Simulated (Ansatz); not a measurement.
BeS₂ and its competing phases

The calculation used DFT PBE, scalar-relativistic, plane waves, PAW (Ansatz). All cells share a 420 eV cutoff and Γ-centred k meshes spaced at most about 0.3 Å⁻¹ (about 0.25 or finer for metals, 2π included). No spin polarisation.

Formation energies are uncorrected and refer to the elements' standard structures at the same level.

Temperature and zero-point effects are left out. Weakly bound directions are ill-defined at this level, which has no dispersion term (BeS2 P-3m1). The reference form of S is held partly by dispersion forces, which this level lacks.

The competitors are the elements and 1 reference phase of this chemical system (from databases or known types: BeS), relaxed at the same level; other known phases may be missing.

The candidate was reached from: Te2Au type (P-3m1).

```
Be S
1.0
     3.38236    0.00000    0.00000
    -1.69118    2.92921    0.00000
     0.00000    0.00000    4.31288
Be S
1 2
Direct
  0.00000 0.00000 0.00000
  0.66667 0.33333 0.26336
  0.33333 0.66667 0.73664
```

The lowest competing mixture at this composition:

| phase | space group | source | share of atoms | ΔE_f (eV/atom) |
| --- | --- | --- | --- | --- |
| S | - | element | 0.3333 | -0.0011 |
| BeS | F-43m (No. 216) | COD | 0.6667 | -1.070 |

The lowest database cell of S (-0.0011) lies slightly below the reference, hence the non-zero entry.

Question: What are the hull's energy here, the candidate's formation energy and its margin?

Answer: The hull lies at -0.714 eV/atom, the weighted sum of the last column. The candidate has -0.011 eV/atom, which is 0.70 eV/atom above it. The candidate matches no cell in the subsets of the Crystallography Open Database and the Materials Project at hand. The margin is far too high for a likely synthesis. It has the cadmium iodide type.
